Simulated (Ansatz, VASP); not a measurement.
**HfO2 in VASP and in Ansatz**

The input INCAR:

```
SYSTEM = HfO2
  PREC = Accurate
  ENCUT = 520
  EDIFF = 1E-6
  ISMEAR = 0
  SIGMA = 0.05
  LREAL = .False.
  LASPH = .True.
  NELM = 80
  ALGO = Normal
  ISIF = 2
  LWAVE = .False.
  LCHARG = .False.
  GGA = PE
  NBANDS = 18
```

Contents of KPOINTS:

```
regular mesh
0
Gamma
  8 8 8
  0 0 0
```

POSCAR

```
HfO2
1.0
    0.0000000000      2.6534062500      2.5575000000
    2.5575000000      0.0000000000      2.5575000000
    2.5575000000      2.6534062500      0.0000000000
Hf O
1 2
Direct
    0.0000000000      0.0000000000      0.0000000000
    0.2500000000      0.2500000000      0.2500000000
    0.7500000000      0.7500000000      0.7500000000
```

Input for Ansatz:

```yaml
crystal:
  lattice:
    - [0.0, 2.65340625, 2.5575]
    - [2.5575, 0.0, 2.5575]
    - [2.5575, 2.65340625, 0.0]
  atoms:
    - { symbol: Hf, position: [0.0, 0.0, 0.0] }
    - { symbol: O, position: [0.25, 0.25, 0.25] }
    - { symbol: O, position: [0.75, 0.75, 0.75] }
basis:
  ecutwfc: 420
kpoints:
  mp_grid: { grid: [8, 8, 8] }
hamiltonian:
  xc: pbe
scf:
  occupations: { method: gaussian, width: 0.05 }
output:
  forces: true
  stress: true
  eigenvalues: true
```

Change from the starting cell: strain +0.0375 x Voigt [0, 1, 0, 0, 0, 0], atoms carried along.

Alike in both runs: task single point; functional PBE; k mesh 8 × 8 × 8; occupations gaussian, width 0.05 eV; no spin polarisation.

|  | VASP | Ansatz |
| --- | --- | --- |
| version | VASP 6.6.1 | Ansatz 0.2.0 |
| potentials or method | VASP PAW PBE potentials, release 64 (Hf_pv, O) | scalar-relativistic, plane waves, PAW |
| plane-wave cutoff (eV) | 520 | 420 |
| valence electrons in the cell | 22 | 38 |

```tsv
	VASP	Ansatz	Ansatz less VASP
gap on the k mesh at the Fermi level (eV)	3.34	3.35	+0.015
least direct gap on the mesh (eV)	3.44	3.44	+0.003
pressure (GPa)	-13.6	-10.4	+3.18
largest component of the traceless stress (GPa)	10.66	10.50	-0.162
```

The two sets of potentials don't hold the same shells in valence.

Caveats: spin-orbit coupling is left out, which moves the levels of the heavy elements. A k mesh can miss the band edges.
